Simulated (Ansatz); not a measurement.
The system is Y.

```xyz
2
Lattice="3.6474 0.0000 0.0000 -1.8237 3.1587 0.0000 0.0000 0.0000 5.7306" Properties=species:S:1:pos:R:3 pbc="T T T"
Y     1.8237    1.0529    4.2980
Y     0.0000    2.1058    1.4326
```

Base run:

| Item | Value |
| --- | --- |
| Program | Ansatz 0.2.0 |
| Functional | PBE |
| Potentials or basis | Ansatz PAW |
| Cutoff | 420 eV (not typed: the program's choice for these potentials) |
| k mesh | 8 × 8 × 5 |
| Occupations | fermi-dirac, width 0.05 eV |
| Spin | no spin polarisation |

Its results: band gap on the k mesh none (metal or under the smearing width); pressure -0.1 GPa.

Question: After a change of settings the same cell gave: band gap on the k mesh none (metal or under the smearing width); pressure -3.8 GPa. Which change was it?
A. functional from PBE to RPBE
B. functional from PBE to revPBE
C. functional from PBE to LDA
D. functional from PBE to PBEsol

Answer: C.

LDA binds more tightly than PBE, so the same cell stands under less pressure.

Caveats: the PAW data sets come from PBE, with cores solved anew for the run's functional, which leaves a small shift of forces and pressure (some runs).
